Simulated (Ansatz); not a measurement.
The system is HgSe.

```xyz
2
Lattice="0.0000 3.0390 3.0390 3.0390 0.0000 3.0390 3.0390 3.0390 0.0000" Properties=species:S:1:pos:R:3 pbc="T T T"
Hg    0.0000    0.0000    0.0000
Se    4.5585    4.5585    4.5585
```

Base run:

- Program: Ansatz 0.2.0
- Functional: RPBE
- Potentials or basis: all-electron LAPW, scalar-relativistic
- Cutoff: 278 eV (chosen from the basis error)
- Basis error allowed: 0.001 eV/atom
- k mesh: 8 × 8 × 8
- Occupations: fermi-dirac, width 0.05 eV
- Spin: no spin polarisation

Its results: pressure 6.7 GPa.

The run is repeated on the same cell with these changes: functional from RPBE to PBE; occupations from fermi-dirac, width 0.05 eV to gaussian, width 0.03 eV. What comes out?

Pressure 4.7 GPa.
